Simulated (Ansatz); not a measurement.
**Every step of a relaxation of Ga (diamond type)**

DFT, PBE, PAW with Ansatz's default frozen-core files, scalar-relativistic (Ansatz 0.2.0); a Γ-centred 12×12×12 k mesh, Fermi–Dirac smearing of 0.05 eV, no spin polarisation. The run relaxes cell and atoms at a target pressure of 0 GPa.

Command: `ansatz run input.yaml --threads 1 --pin off --max-ram 3072MiB --backend cpu --events-out ev --progress --plain --runs-dir out` It took 15 s on 1 thread of Arm Neoverse V1, on a shared host, peak memory 0.36 GiB.

PAW: frozen-core files, cutoff 420 eV; forces are relaxed below 0.005 eV/Å.

Each step lists its free energy a cell above the last geometry, the pressure, the cell vectors (Å), and Cartesian positions (Å) with forces (eV/Å).

The first step:

```
step 1  dF = 27.05 meV  P = 2.89 GPa
  cell 0.0000 2.8744 2.8744  2.8744 0.0000 2.8744  2.8744 2.8744 0.0000
  Ga -0.7186 -0.7186 -0.7186   0.0000 0.0000 0.0000
  Ga 0.7186 0.7186 0.7186   0.0000 0.0000 0.0000
```

Q: Where does the relaxation end, and by which steps?

A: After 4 geometries, with conventional a, b, c = 5.878, 5.878, 5.878 Å, at 25.392 Å³/atom (+6.91 % against the start) in space group Fd-3m, with a shortest distance of 2.545 Å. The further steps:
```
step 2  dF = 4.11 meV  P = 1.06 GPa
  cell 0.0000 2.9128 2.9128  2.9128 0.0000 2.9128  2.9128 2.9128 0.0000
  Ga -0.7282 -0.7282 -0.7282   0.0000 0.0000 0.0000
  Ga 0.7282 0.7282 0.7282   0.0000 0.0000 0.0000
step 3  dF = 0.03 meV  P = 0.12 GPa
  cell 0.0000 2.9361 2.9361  2.9361 0.0000 2.9361  2.9361 2.9361 0.0000
  Ga -0.7340 -0.7340 -0.7340   0.0000 0.0000 0.0000
  Ga 0.7340 0.7340 0.7340   0.0000 0.0000 0.0000
step 4  dF = 0.00 meV  P = 0.01 GPa
  cell 0.0000 2.9392 2.9392  2.9392 0.0000 2.9392  2.9392 2.9392 0.0000
  Ga -0.7348 -0.7348 -0.7348   0.0000 0.0000 0.0000
  Ga 0.7348 0.7348 0.7348   0.0000 0.0000 0.0000
step 5  dF = -0.68 meV  P = 0.00 GPa  (same geometry on a basis chosen anew; earlier energies don't compare to the last digit)
  cell 0.0000 2.9392 2.9392  2.9392 0.0000 2.9392  2.9392 2.9392 0.0000
  Ga -0.7348 -0.7348 -0.7348   0.0000 0.0000 0.0000
  Ga 0.7348 0.7348 0.7348   0.0000 0.0000 0.0000
```
